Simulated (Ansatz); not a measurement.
# Co (P-3m1) in Ansatz: reference runs, part 2 of 2

Ansatz 0.2.0. Earlier steps stand in the parts before.

## (4) Single point, PBE, collinear spin, ferromagnetic start, 10.23 Å³/atom (volume scaled by 0.94)

The input, input.yaml:

```yaml
crystal:
  lattice:
    - [2.4365880777, 0.0, 0.0]
    - [-1.2182940388, 2.1101471738, 0.0]
    - [0.0, 0.0, 3.9803419532]
  atoms:
    - { symbol: Co, position: [0.3333333333, 0.6666666667, 0.740139], spin: 2.0 }
    - { symbol: Co, position: [0.6666666667, 0.3333333333, 0.259861], spin: 2.0 }
hamiltonian:
  xc: pbe
  pseudopotentials: { kind: paw }
magnetization:
  spin_polarized: true
kpoints:
  mp_grid: { grid: [12, 12, 7] }
scf:
  occupations: { method: fermi_dirac, width: 0.05 }
output:
  forces: true
  stress: true
  eigenvalues: true
```

Command:

```
$ ansatz run input.yaml --threads 2 --pin off --max-ram 5120MiB --backend cpu --events-out ev --progress --plain --runs-dir out
```

Run time: 8.3 s. Hardware: 2 threads of Intel Xeon at 2.70GHz, shared host; peak memory 0.41 GiB.

It converged, with:

* Free energy: -10252.2229 eV
* Pressure: 15.7 GPa
* Largest force: 0.726 eV/Å
* Band gap on the k mesh: none (metal or under the smearing width)
* Net moment: 3.13 μB per cell
* Absolute moment: 3.43 μB per cell
* Site moments: Co +1.63 μB

## (5) Single point, PBE, collinear spin, ferromagnetic start, 10.45 Å³/atom (volume scaled by 0.96)

Changes to input.yaml since step 4:

```diff
@@ -2,5 +2,5 @@
   lattice:
-    - [2.4365880777, 0.0, 0.0]
-    - [-1.2182940388, 2.1101471738, 0.0]
-    - [0.0, 0.0, 3.9803419532]
+    - [2.453747714, 0.0, 0.0]
+    - [-1.226873857, 2.1250078548, 0.0]
+    - [0.0, 0.0, 4.0083734539]
   atoms:
@@ -21 +21,5 @@
   eigenvalues: true
+  write_density: true
+  write_potential: true
+  elf: true
+  volumetric_format: npy
```

Command:

```
$ ansatz run input.yaml --threads 2 --pin off --max-ram 5120MiB --backend cpu --events-out ev --progress --plain --runs-dir out
```

It took 9.2 s on 2 threads of Intel Xeon at 2.70GHz, shared host; peak memory 0.42 GiB.

The run converged. Its results:

```yaml
Free_energy: -10252.2579 eV
Pressure: 10.2 GPa
Largest_force: 0.640 eV/Å
Band_gap_on_the_k_mesh: none (metal or under the smearing width)
Net_moment: 3.19 μB per cell
Absolute_moment: 3.50 μB per cell
Site_moments: Co +1.67 μB
```

## (6) Single point, PBE, collinear spin, ferromagnetic start, 10.67 Å³/atom (volume scaled by 0.98)

Changes to input.yaml since step 5:

```diff
@@ -2,5 +2,5 @@
   lattice:
-    - [2.453747714, 0.0, 0.0]
-    - [-1.226873857, 2.1250078548, 0.0]
-    - [0.0, 0.0, 4.0083734539]
+    - [2.4706706468, 0.0, 0.0]
+    - [-1.2353353234, 2.1396635445, 0.0]
+    - [0.0, 0.0, 4.0360182824]
   atoms:
```

Potentials or basis: Ansatz PAW.

Command:

```
$ ansatz run input.yaml --threads 2 --pin off --max-ram 5120MiB --backend cpu --events-out ev --progress --plain --runs-dir out
```

Wall time 9.4 s (2 threads of Intel Xeon at 2.70GHz, shared host); peak memory 0.42 GiB.

The run converged. Its results:

| Quantity | Value |
| --- | --- |
| Free energy | -10252.2788 eV |
| Pressure | 5.2 GPa |
| Largest force | 0.562 eV/Å |
| Band gap on the k mesh | none (metal or under the smearing width) |
| Net moment | 3.23 μB per cell |
| Absolute moment | 3.55 μB per cell |
| Site moments | Co +1.69 μB |

## (7) Single point, PBE, collinear spin, ferromagnetic start, 10.89 Å³/atom

Changes to input.yaml since step 6:

```diff
@@ -2,5 +2,5 @@
   lattice:
-    - [2.4706706468, 0.0, 0.0]
-    - [-1.2353353234, 2.1396635445, 0.0]
-    - [0.0, 0.0, 4.0360182824]
+    - [2.4873648738, 0.0, 0.0]
+    - [-1.2436824369, 2.1541211692, 0.0]
+    - [0.0, 0.0, 4.0632895034]
   atoms:
@@ -21,5 +21 @@
   eigenvalues: true
-  write_density: true
-  write_potential: true
-  elf: true
-  volumetric_format: npy
```

Potentials or basis: Ansatz PAW.

Command:

```
$ ansatz run input.yaml --threads 2 --pin off --max-ram 5120MiB --backend cpu --events-out ev --progress --plain --runs-dir out
```

The program printed:

```text
Warning: RAYON_NUM_THREADS=2 ignored (pool sized by the plan → 2); use --threads N
Engine: ansatz 0.2.0, x86_64-unknown-linux-gnu
Pseudopotentials: kind: paw
Pseudopotential: Co, paw, valence charge 17, recommended cutoff 420 eV (normal), Co.paw.azcp
Functional definition: PBE
  parameter kappa = 0.804
  parameter beta = 0.06672455060314922
  exchange = pbe_x(kappa = kappa, mu = beta*pi^2/3)
  correlation = pbe_c(beta = beta)
Crystal: 2 atoms, lattice volume = 21.771 Å³
Basis set: ecut = 420 eV, 391 PW (Γ), exchange–correlation on 36×36×60 points (8 copies of the dense FFT grid, shifted against one another)
[... 45 lines left out ...]
  E_paw        = -3030.331091  (= ΣΔE_a)
  E_vpaw       = -977.048572  (= ΣTr[D̂ρ^β])
  E_aug_tail   = 0.000157  (compensation charges beyond the density's cutoff)
  E_ewald      = -5416.160346
  E_smearing   = -0.014826  (= −TS)
  E_closure    = -0.000000  (closes the sum)
  Σ components = -10252.286813   (vs F -10252.286813, Δ=0.00e0)
--- Forces (eV/Å), atoms counted from 1 ---
  atom   1  Co     0.00000000    -0.00000000     0.49292049
  atom   2  Co    -0.00000000     0.00000000    -0.49292049
  max |Σ_I F_I| component: 5.55e-17 eV/Å
--- Stress (GPa, compression-positive) ---
        1.727055       0.000000       0.000000
        0.000000       1.727055      -0.000000
        0.000000      -0.000000      -1.138343
  P = ⅓ Tr σ = 0.7719 GPa (7.719 kbar)
--- Band table (eV; the first three rows and the last of 224) ---
  k-point 0 ↑: bands = ["-77.4652", "-77.4081", "-40.8644", "-40.5762", "-40.5762", "-40.5387", "-40.5286", "-40.5286", "9.6143", "13.4156", "15.9403", "15.9955", "15.9955", "16.2951", "16.2951", "16.7068", "16.7068", "17.7851", "17.7851", "18.3662", "24.6981", "40.4853", "42.9536"]
  k-point 1 ↑: bands = ["-77.4627", "-77.4106", "-40.8495", "-40.5742", "-40.5742", "-40.5541", "-40.5307", "-40.5307", "9.8162", "13.3645", "15.8848", "15.9505", "15.9505", "16.2475", "16.2475", "16.8170", "16.8170", "17.6247", "17.7732", "17.7732", "25.8500", "40.3819", "41.8884"]
  k-point 2 ↑: bands = ["-77.4560", "-77.4174", "-40.8084", "-40.5962", "-40.5686", "-40.5686", "-40.5363", "-40.5363", "10.4026", "13.0870", "15.7253", "15.8946", "15.8946", "16.1283", "16.1283", "16.4419", "17.0586", "17.0586", "17.7190", "17.7190", "28.3872", "38.3586", "40.7430"]
  k-point 111 ↓: bands = ["-75.3007", "-75.3007", "-38.7574", "-38.7574", "-38.7060", "-38.6654", "-38.5466", "-38.5466", "15.8357", "16.0534", "16.0534", "16.1870", "16.9164", "16.9164", "18.2323", "18.7165", "19.7207", "19.7207", "24.9283", "24.9283", "26.0147", "27.2603", "28.8670"]
```

Wall time 7.8 s (2 threads of Intel Xeon at 2.70GHz, shared host); peak memory 0.42 GiB.

What came out:

```yaml
Free_energy: -10252.2868 eV
Pressure: 0.8 GPa
Largest_force: 0.493 eV/Å
Band_gap_on_the_k_mesh: none (metal or under the smearing width)
Net_moment: 3.27 μB per cell
Absolute_moment: 3.60 μB per cell
Site_moments: Co +1.71 μB
```

## (8) Single point, PBE, collinear spin, ferromagnetic start, 11.10 Å³/atom (volume scaled by 1.02)

Changes to input.yaml since step 7:

```diff
@@ -2,5 +2,5 @@
   lattice:
-    - [2.4873648738, 0.0, 0.0]
-    - [-1.2436824369, 2.1541211692, 0.0]
-    - [0.0, 0.0, 4.0632895034]
+    - [2.5038379689, 0.0, 0.0]
+    - [-1.2519189845, 2.1683872881, 0.0]
+    - [0.0, 0.0, 4.0901994896]
   atoms:
```

Command:

```
$ ansatz run input.yaml --threads 2 --pin off --max-ram 5120MiB --backend cpu --events-out ev --progress --plain --runs-dir out
```

Wall time 7.3 s (2 threads of Intel Xeon at 2.70GHz, shared host); peak memory 0.42 GiB.

Results (log left out):

| Quantity | Value |
| --- | --- |
| Free energy | -10252.2833 eV |
| Pressure | -3.2 GPa |
| Largest force | 0.430 eV/Å |
| Band gap on the k mesh | none (metal or under the smearing width) |
| Net moment | 3.31 μB per cell |
| Absolute moment | 3.65 μB per cell |
| Site moments | Co +1.73 μB |

## (9) Single point, PBE, collinear spin, ferromagnetic start, 11.32 Å³/atom (volume scaled by 1.04)

Changes to input.yaml since step 8:

```diff
@@ -2,5 +2,5 @@
   lattice:
-    - [2.5038379689, 0.0, 0.0]
-    - [-1.2519189845, 2.1683872881, 0.0]
-    - [0.0, 0.0, 4.0901994896]
+    - [2.5200971126, 0.0, 0.0]
+    - [-1.2600485563, 2.1824681195, 0.0]
+    - [0.0, 0.0, 4.1167599708]
   atoms:
@@ -21 +21,5 @@
   eigenvalues: true
+  write_density: true
+  write_potential: true
+  elf: true
+  volumetric_format: npy
```

Potentials or basis: Ansatz PAW.

Command:

```
$ ansatz run input.yaml --threads 2 --pin off --max-ram 5120MiB --backend cpu --events-out ev --progress --plain --runs-dir out
```

Run time: 8.7 s. Hardware: 2 threads of Intel Xeon at 2.70GHz, shared host; peak memory 0.43 GiB.

The run converged. Its results:

```yaml
Free_energy: -10252.2695 eV
Pressure: -6.9 GPa
Largest_force: 0.372 eV/Å
Band_gap_on_the_k_mesh: none (metal or under the smearing width)
Net_moment: 3.33 μB per cell
Absolute_moment: 3.69 μB per cell
Site_moments: Co +1.75 μB
```

## (10) Single point, PBE, collinear spin, ferromagnetic start, 11.54 Å³/atom (volume scaled by 1.06)

Changes to input.yaml since step 9:

```diff
@@ -2,5 +2,5 @@
   lattice:
-    - [2.5200971126, 0.0, 0.0]
-    - [-1.2600485563, 2.1824681195, 0.0]
-    - [0.0, 0.0, 4.1167599708]
+    - [2.5361491194, 0.0, 0.0]
+    - [-1.2680745597, 2.1963695652, 0.0]
+    - [0.0, 0.0, 4.1429820789]
   atoms:
```

Command:

```
$ ansatz run input.yaml --threads 2 --pin off --max-ram 5120MiB --backend cpu --events-out ev --progress --plain --runs-dir out
```

It took 10 s on 2 threads of Intel Xeon at 2.70GHz, shared host; peak memory 0.43 GiB.

It converged, with:

| Property | Result |
| --- | --- |
| Free energy | -10252.2463 eV |
| Pressure | -10.2 GPa |
| Largest force | 0.319 eV/Å |
| Band gap on the k mesh | none (metal or under the smearing width) |
| Net moment | 3.36 μB per cell |
| Absolute moment | 3.72 μB per cell |
| Site moments | Co +1.76 μB |

## (11) Equation of state, PBE, collinear spin, ferromagnetic start

No new run: the results of the series are fitted here.

What came out:

* Equilibrium volume: 10.93 Å³/atom
* Bulk modulus at fixed shape and positions: 208 GPa
* Pressure derivative of the bulk modulus: 4.2

Energy against volume, from the lowest point:
```tsv
volume (Å³/atom)	energy (meV/atom)
10.233	31.95
10.450	14.45
10.668	4.03
10.886	0.00
11.103	1.74
11.321	8.65
11.539	20.27
```

Caveat: the cell was scaled at fixed shape and fractional positions, which overstates the stiffness of a crystal with free parameters, most of all of layers and chains.

## (12) Overview

```csv
task,cell,gap on the mesh (eV),pressure (GPa),moment (μB),largest force (eV/Å)
single point,as given,none,0.8,3.27,0.49
single point,"atoms moved at random, drawn with an rms of 0.05 Å",none,1.5,3.28,0.72
equation of state,as given,-,-,-,-
```

Alike in all rows: level PBE; potentials or basis Ansatz PAW; spin collinear, ferromagnetic start; k mesh 12 × 12 × 7; cutoff (eV) 420; smearing fermi-dirac 0.05 eV.

Caveats: the cell was scaled at fixed shape and fractional positions, which overstates the stiffness of a crystal with free parameters, most of all of layers and chains (some runs).

Total energies depend on the potentials used, so only differences within one code and one set of settings carry meaning.
